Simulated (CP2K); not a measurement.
Runs of CP2K 2026.2 on MgO. Symmetry: Fm-3m, No. 225, cubic system. Conventional cell: a = 4.194 Å, b = 4.194 Å, c = 4.194 Å, α = 90.00°, β = 90.00°, γ = 90.00°. Around Mg (site symmetry m-3m) lie 6 O at 2.10 Å. O (site symmetry m-3m) is surrounded by 6 Mg at 2.10 Å. The cell is a database's computed one.

```csv
task,level,potentials or basis,smearing,EPS_DEFAULT,NGRIDS,points a segment of the path (NPOINTS),bands added on the path,cutoff radius of the dispersion sum (A),gap on the mesh (eV),pressure (GPa),V0 of scaled cells (Å³/atom),B0 (GPa)
single point,PBE,"POTENTIAL_UZH Mg GTH-PBE-q10, O GTH-PBE-q6; TZVP-MOLOPT-PBE-GTH basis",fermi-dirac 0.05 eV,1.0E-9,4,-,-,-,4.82,10.9,-,-
equation of state,PBEsol,"POTENTIAL_UZH Mg GTH-PBE-q10, O GTH-PBE-q6; TZVP-MOLOPT-PBE-GTH basis",fermi-dirac 0.05 eV,1.0E-10,5,-,-,-,-,-,9.61,156
band structure,TB-mBJ,"POTENTIAL_UZH Mg GTH-PBE-q10, O GTH-PBE-q6; TZVP-MOLOPT-PBE-GTH basis",fermi-dirac 0.05 eV,1.0E-9,4,8,4,-,5.42,-,-,-
single point,PBE+D3(BJ)+ATM,"POTENTIAL_UZH Mg GTH-PBE-q10, O GTH-PBE-q6; TZVP-MOLOPT-PBE-GTH basis",fermi-dirac 0.05 eV,1.0E-9,4,-,-,20,4.82,(a),-,-
band structure,PBEsol,"POTENTIAL_UZH Mg GTH-PBE-q10, O GTH-PBE-q6; TZVP-MOLOPT-PBE-GTH basis",fermi-dirac 0.05 eV,1.0E-9,5,8,6,-,4.68,7.0,-,-
equation of state,PBEsol,"POTENTIAL_UZH Mg GTH-PBE-q10, O GTH-PBE-q6; TZVP-MOLOPT-PBE-GTH basis",fermi-dirac 0.0259 eV,1.0E-9,4,-,-,-,-,-,9.61,156
band structure,r2SCAN,"POTENTIAL_UZH Mg GTH-SCAN-q10, O GTH-SCAN-q6; TZVP-MOLOPT-SCAN-GTH basis",fermi-dirac 0.1 eV,1.0E-9,4,6,4,-,(b),4.7,-,-
single point,PBE+D4,"POTENTIAL_UZH Mg GTH-PBE-q10, O GTH-PBE-q6; TZVP-MOLOPT-PBE-GTH basis",fermi-dirac 0.05 eV,1.0E-9,4,-,-,20,4.82,7.7,-,-
```

Alike in all rows: no spin polarisation; cell as given; k mesh 11 × 11 × 11.

Estimate the missing entries.

(a) 6.2; (b) 5.75.

Caveats: the basis of atomic orbitals isn't converged, which shifts pressures, moduli and gaps; the potentials were made for another functional, which shifts forces and pressure (some runs); an odd mesh through Γ misses points on the zone boundary, where band edges often lie (some runs); this is a model potential without an energy functional, so only levels have meaning (some runs).

Not every run made on this cell is shown here.
